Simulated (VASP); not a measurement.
## Sb: relaxation of the atoms with PBE+D3(BJ)

Sb, a slab with vacuum:

```xyz
2
Lattice="3.6878 2.1292 0.0000 -3.6878 2.1292 0.0000 0.0000 0.0000 22.5648" Properties=species:S:1:pos:R:3 pbc="T T T"
Sb   -1.2293    3.5486   10.4574
Sb    1.2293    3.5486   12.1074
```

The cell was built by a generator and needn't be a form met in nature.

- Program: VASP 6.6.1
- Task: relaxation of the atoms
- Functional: PBE
- Dispersion: D3(BJ)
- Potentials or basis: VASP PAW PBE potentials, release 64 (Sb)
- Cutoff: 520 eV
- k mesh: 9 × 9 × 1
- Occupations: gaussian, width 0.04 eV
- Spin: no spin polarisation
- Dipole correction: yes
- Further INCAR settings: ALGO = Fast; EDIFF = 1e-07; IBRION = 2; EDIFFG = -0.02; NSW = 90

```
Energy gained by relaxing  : 6.7 meV/atom
Ionic steps                : 3
Band gap on the k mesh     : 1.34 eV, indirect (least direct gap 1.36 eV)
Dispersion energy per atom : -0.215 eV
```

The path:
```
step  energy change (eV)  largest force (eV/Å)  pressure (GPa)
   1              0.0000                0.4619           -0.68
   2             -0.0127                0.1054           -0.52
   3             -0.0134                0.0018           -0.48
```

Final structure:
```
CELL_PARAMETERS angstrom
3.68783 2.12917 0.00000
-3.68783 2.12917 0.00000
0.00000 0.00000 22.56479
ATOMIC_POSITIONS crystal
Sb 0.66667 0.00000 0.46471
Sb 0.00000 0.66667 0.53529
```

Levels at points of the mesh, in eV from the valence-band top:
```tsv
k point	band 3	band 4	band 5	band 6	band 7	band 8
(0.00, 0.00, 0.00)	-0.04	-0.03	-0.03	1.34	2.80	2.80
```

Wall time 87 s on 2 MPI ranks on Intel(R) Xeon(R) Platinum 8488C (Sapphire Rapids) (shared host), peak memory 0.45 GiB a rank.

Caveat: spin-orbit coupling is left out, which moves the levels of the heavy elements.
